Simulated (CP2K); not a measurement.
The system is GaP.

```
Ga P
1.0
     3.85409    0.00000    0.00000
     1.92704    3.33774    0.00000
     1.92704    1.11258    3.14685
Ga P
1 1
Cartesian
  0.0000 0.0000 0.0000
  5.7811 3.3377 2.3601
```

Base run:

* Program: CP2K 2026.2
* Functional: TB-mBJ
* Potentials or basis: POTENTIAL_UZH Ga GTH-PBE-q13, P GTH-PBE-q5; TZVP-MOLOPT-PBE-GTH basis
* Density cutoff: 9184 eV
* k mesh: 8 × 8 × 8
* Occupations: fermi-dirac, width 0.0259 eV
* Spin: no spin polarisation

Its results: band gap on the k mesh 1.79 eV, indirect (least direct gap 2.00 eV).

Task: The run is repeated on the same cell with these changes: functional from TB-mBJ to PBE; density cutoff from 9184 eV to 6123 eV; cutoff of the grids from 675 Ry to 450 Ry. What comes out?

Result: Band gap on the k mesh 1.66 eV, indirect (least direct gap 1.78 eV).

Caveats: the basis of atomic orbitals isn't converged, which shifts pressures, moduli and gaps; this is a model potential without an energy functional, so only levels have meaning (some runs).

Not every run made on this cell is shown here.
